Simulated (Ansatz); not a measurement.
Ansatz input file:

```yaml
crystal:
  lattice:
    - [4.4997594359, 0.0, 0.0]
    - [-2.249879718, 3.8969059824, 0.0]
    - [0.0, 0.0, 6.464087808]
  atoms:
    - { symbol: V, position: [0.5, 0.0, 0.0] }
    - { symbol: V, position: [0.5, 0.5, 0.6666666667] }
    - { symbol: V, position: [0.0, 0.5, 0.3333333333] }
    - { symbol: Si, position: [0.1672391985, 0.3344783969, 0.0] }
    - { symbol: Si, position: [0.8327608015, 0.1672391985, 0.6666666667] }
    - { symbol: Si, position: [0.6655216031, 0.8327608015, 0.3333333333] }
    - { symbol: Si, position: [0.8327608015, 0.6655216031, 0.0] }
    - { symbol: Si, position: [0.1672391985, 0.8327608015, 0.6666666667] }
    - { symbol: Si, position: [0.3344783969, 0.1672391985, 0.3333333333] }
basis:
  ecutwfc: 420
kpoints:
  mp_grid: { grid: [9, 9, 6] }
hamiltonian:
  xc: pbe
scf:
  occupations: { method: gaussian, width: 0.1 }
output:
  forces: true
  stress: true
  eigenvalues: true
  write_density: true
  write_potential: true
  elf: true
  volumetric_format: npy
```

Launched with
```bash
ansatz run input.yaml --threads 2 --pin off --max-ram 2662MiB --backend cpu --events-out ev --progress --plain --runs-dir out
```

Theory: Ansatz 0.2.0, DFT PBE, scalar-relativistic, plane waves, PAW.

Part of what the program printed, abridged (iterations and final results):

```
SCF iter   1: F=—  HF=-12556.346025 eV  |F-HF|=—  |Δ(HF+E_count)|=         —  Δρ=6.55e-3  dr2=4.30e-2  ethr=1.77e-3  ⟨swp⟩=6.5  Hψ=8228  notcnv=0
SCF iter   2: F=—  HF=-12556.342171 eV  |F-HF|=—  |Δ(HF+E_count)|=   3.85e-3  Δρ=2.66e-3  dr2=5.17e-3  ethr=6.83e-5  ⟨swp⟩=1.7  Hψ=2471  notcnv=0
SCF iter   3: F=—  HF=-12556.341993 eV  |F-HF|=—  |Δ(HF+E_count)|=   1.78e-4  Δρ=8.95e-4  dr2=6.78e-4  ethr=8.20e-6  ⟨swp⟩=2.6  Hψ=2696  notcnv=0
SCF iter   4: F=—  HF=-12556.341966 eV  |F-HF|=—  |Δ(HF+E_count)|=   2.67e-5  Δρ=1.32e-4  dr2=2.20e-5  ethr=1.08e-6  ⟨swp⟩=2.0  Hψ=2717  notcnv=0
SCF iter   5: F=—  HF=-12556.342037 eV  |F-HF|=—  |Δ(HF+E_count)|=   7.08e-5  Δρ=2.58e-5  dr2=4.75e-7  ethr=3.49e-8  ⟨swp⟩=2.1  Hψ=2608  notcnv=0
SCF iter   6: F=—  HF=-12556.342037 eV  |F-HF|=—  |Δ(HF+E_count)|=   1.07e-7  Δρ=1.03e-5  dr2=1.24e-7  ethr=1.59e-10  ⟨swp⟩=13.0  Hψ=12879  notcnv=0
SCF iter   7: F=-12556.342037 eV  HF=-12556.342037 eV  |F-HF|=2.73e-10  |Δ(HF+E_count)|=   1.70e-8  Δρ=1.11e-6  dr2=1.15e-9  ethr=1.59e-10  ⟨swp⟩=7.0  Hψ=9665  notcnv=0
SCF 1 converged in 7 iterations: F = -12556.342037 eV  dr2 = 1.15e-9
SCF converged after 7 iterations
Free energy (F): -12556.342037 eV
Harris-Foulkes:  -12556.342037 eV  (|F-HF|=2.73e-10)
Internal energy: -12556.306733 eV  (E = F + TS)
E sigma→0 (E₀):  -12556.324385 eV
Entropy (-TS):   -0.035304 eV (-3.923 meV/atom)
Fermi energy:    14.291031 eV
--- Per-component energies (eV) ---
  E_band       = -342.886249
  E_kinetic    = 1278.858673
  E_local      = -3814.186518  (includes V_loc(G=0)·N_el)
  E_nonlocal   = 14.077169
  E_hartree    = 1792.704385
  E_xc         = -736.185123
  E_vxc        = -795.275518  (∫ρ·V_xc dr)
  E_paw        = -6416.516349  (= ΣΔE_a)
  E_vpaw       = -611.769446  (= ΣTr[D̂ρ^β])
  E_aug_tail   = 0.000850  (compensation charges beyond the density's cutoff)
  E_ewald      = -4675.059820
  E_smearing   = -0.035304  (= −TS)
--- Forces (eV/Å), atoms counted from 1 ---
  atom   1  V      0.00000000     0.00000000     0.00000000
  atom   2  V      0.00000000     0.00000000     0.00000000
  atom   3  V      0.00000000     0.00000000     0.00000000
  atom   4  Si     0.00000000    -0.47675574     0.00000000
  atom   5  Si     0.41288258    -0.23837787     0.00000000
  atom   6  Si     0.41288258     0.23837787     0.00000000
  atom   7  Si     0.00000000     0.47675574     0.00000000
  atom   8  Si    -0.41288258     0.23837787     0.00000000
  atom   9  Si    -0.41288258    -0.23837787     0.00000000
--- Stress (GPa, compression-positive) ---
        5.069649       0.000000       0.000000
        0.000000       5.069649       0.000000
        0.000000       0.000000      -3.694728
  P = ⅓ Tr σ = 2.1482 GPa (21.482 kbar)
--- Band table (eV; the first three rows and the last of 48) ---
  k-point 0: bands = ["-49.6157", "-49.6002", "-49.6002", "-23.6157", "-23.6157", "-23.5449", "-23.5359", "-23.4826", "-23.4826", "-23.4343", "-23.4343", "-23.4057", "0.7172", "3.9403", "3.9403", "8.3581", "8.9678", "8.9678", "9.3431", "9.3431", "10.6368", "10.6887", "10.6887", "10.9042", "11.9347", "11.9347", "12.2840", "12.2840", "12.3493", "12.4648", "12.4648", "12.5182", "14.5373", "16.4549", "16.8064", "16.8064", "16.9894", "17.3291", "17.3291", "17.4167", "17.4167"]
  k-point 1: bands = ["-49.6151", "-49.6035", "-49.5975", "-23.6288", "-23.5993", "-23.5424", "-23.5394", "-23.4965", "-23.4703", "-23.4404", "-23.4278", "-23.4068", "0.8161", "3.0306", "4.9250", "8.4356", "8.9192", "9.1032", "9.1406", "9.5875", "9.8128", "10.5556", "10.5827", "10.7045", "12.1777", "12.2675", "12.3459", "12.3729", "12.4170", "12.5099", "12.5472", "12.6682", "14.6999", "16.4927", "16.7298", "16.8971", "16.9025", "17.0017", "17.2271", "17.3551", "17.5217"]
  k-point 2: bands = ["-49.6132", "-49.6071", "-49.5957", "-23.6372", "-23.5812", "-23.5491", "-23.5353", "-23.5109", "-23.4604", "-23.4463", "-23.4212", "-23.4101", "1.1097", "2.2363", "5.9168", "8.4883", "8.6514", "8.9791", "9.0066", "9.6509", "9.8486", "10.1002", "10.2860", "10.3572", "12.2852", "12.2924", "12.3678", "12.4196", "12.4368", "12.5139", "12.6224", "13.8203", "14.9070", "16.5354", "16.6098", "16.6551", "17.0003", "17.0298", "17.0723", "17.1441", "17.1785"]
  k-point 47: bands = ["-49.6102", "-49.6027", "-49.6027", "-23.6106", "-23.6106", "-23.6012", "-23.4882", "-23.4866", "-23.4866", "-23.4329", "-23.4329", "-23.4177", "3.8666", "3.8666", "3.9234", "5.2170", "5.2170", "6.6188", "9.5903", "9.8104", "9.8104", "10.7025", "11.3583", "11.3583", "12.2600", "12.2600", "12.3146", "12.3559", "13.9273", "13.9273", "14.2114", "14.2114", "14.7400", "15.6139", "16.0908", "16.0908", "16.5956", "16.7011", "16.7011", "16.8702", "16.8702"]
```

The run converged.